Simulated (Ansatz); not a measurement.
Geometry optimisation in Ansatz: input, command and trajectory.

```yaml
crystal:
  lattice:
    - [1.2203159352, -2.1125876138, 0.0]
    - [1.2203159352, 2.1125876138, 0.0]
    - [0.0, 0.0, 6.7303024529]
  atoms:
    - { symbol: C, position: [0.0833101795, 0.9166898205, 0.7499969872] }
    - { symbol: C, position: [0.5833101795, 0.4166898205, 0.2500030128] }
    - { symbol: C, position: [0.9166898205, 0.0833101795, 0.2500030128] }
    - { symbol: C, position: [0.4166898205, 0.5833101795, 0.7499969872] }
basis:
  ecutwfc: 420
kpoints:
  mp_grid: { grid: [18, 18, 6] }
hamiltonian:
  xc: pbe
  dispersion: d3bj
scf:
  occupations: { method: gaussian, width: 0.1 }
output:
  forces: true
  stress: true
  eigenvalues: true
  write_density: true
  write_potential: true
  elf: true
  volumetric_format: npy
relax:
  adjacent_minimum: "off"
  f_tol: 0.01
  max_steps: 30
  cell: { stress_tol: 0.1, fix: [volume] }
```

```bash
ansatz run input.yaml --threads 1 --pin off --max-ram 2560MiB --backend cpu --events-out ev --progress --plain --runs-dir out
```

Computed with DFT PBE+D3(BJ), scalar-relativistic, plane waves, PAW in Ansatz 0.2.0.

The volume is held at 0.97 times that of the relaxed cell.

Of 6 frames 5 are shown, positions in Å and forces in eV/Å; the SCF threshold varies from step to step. Steps run on the plane waves of an earlier cell, with a Pulay correction in the pressure. The basis is chosen afresh for the last frame, the zero of the energies, and at times for earlier ones too; energy and pressure step there, also at an unchanged geometry.

```xyz
4
Lattice="1.2203 -2.1126 0.0000 1.2203 2.1126 0.0000 0.0000 0.0000 6.7303" Properties=species:S:1:pos:R:3:forces:R:3 pbc="T T T" step=1 free_energy_over_end_meV_per_atom=6.82 pressure_GPa=9.41
C     1.2203    1.7606    5.0477    0.0000    0.0009    0.0000
C     1.2203   -0.3520    1.6826    0.0000    0.0009    0.0000
C     1.2203   -1.7606    1.6826    0.0000   -0.0009    0.0000
C     1.2203    0.3520    5.0477    0.0000   -0.0009    0.0000
4
Lattice="1.2287 -2.1271 0.0000 1.2287 2.1271 0.0000 0.0000 0.0000 6.6388" Properties=species:S:1:pos:R:3:forces:R:3 pbc="T T T" step=2 free_energy_over_end_meV_per_atom=0.43 pressure_GPa=3.23
C     1.2287    1.7727    4.9791    0.0000    0.0010    0.0000
C     1.2287   -0.3544    1.6597    0.0000    0.0010    0.0000
C     1.2287   -1.7727    1.6597    0.0000   -0.0010    0.0000
C     1.2287    0.3544    4.9791    0.0000   -0.0010    0.0000
4
Lattice="1.2316 -2.1317 0.0000 1.2316 2.1317 0.0000 0.0000 0.0000 6.6090" Properties=species:S:1:pos:R:3:forces:R:3 pbc="T T T" step=3 free_energy_over_end_meV_per_atom=-0.01 pressure_GPa=1.25
C     1.2316    1.7766    4.9567    0.0000    0.0003    0.0000
C     1.2316   -0.3552    1.6522    0.0000    0.0003    0.0000
C     1.2316   -1.7766    1.6522    0.0000   -0.0003    0.0000
C     1.2316    0.3552    4.9567    0.0000   -0.0003    0.0000
4
Lattice="1.2316 -2.1317 0.0000 1.2316 2.1317 0.0000 0.0000 0.0000 6.6090" Properties=species:S:1:pos:R:3:forces:R:3 pbc="T T T" step=4 free_energy_over_end_meV_per_atom=0.00 pressure_GPa=1.24
C     1.2316    1.7766    4.9567    0.0000    0.0003    0.0000
C     1.2316   -0.3552    1.6522    0.0000    0.0003    0.0000
C     1.2316   -1.7766    1.6522    0.0000   -0.0003    0.0000
C     1.2316    0.3552    4.9567    0.0000   -0.0003    0.0000
4
Lattice="1.2317 -2.1320 0.0000 1.2317 2.1320 0.0000 0.0000 0.0000 6.6071" Properties=species:S:1:pos:R:3:forces:R:3 pbc="T T T" step=6 free_energy_over_end_meV_per_atom=0.00 pressure_GPa=1.12
C     1.2317    1.7768    4.9553    0.0000    0.0001    0.0000
C     1.2317   -0.3552    1.6518    0.0000    0.0001    0.0000
C     1.2317   -1.7768    1.6518    0.0000   -0.0001    0.0000
C     1.2317    0.3552    4.9553    0.0000   -0.0001    0.0000
```

Time: 80 s on 1 thread of AMD EPYC (Zen 3), with other jobs on the host, peak memory 0.46 GiB.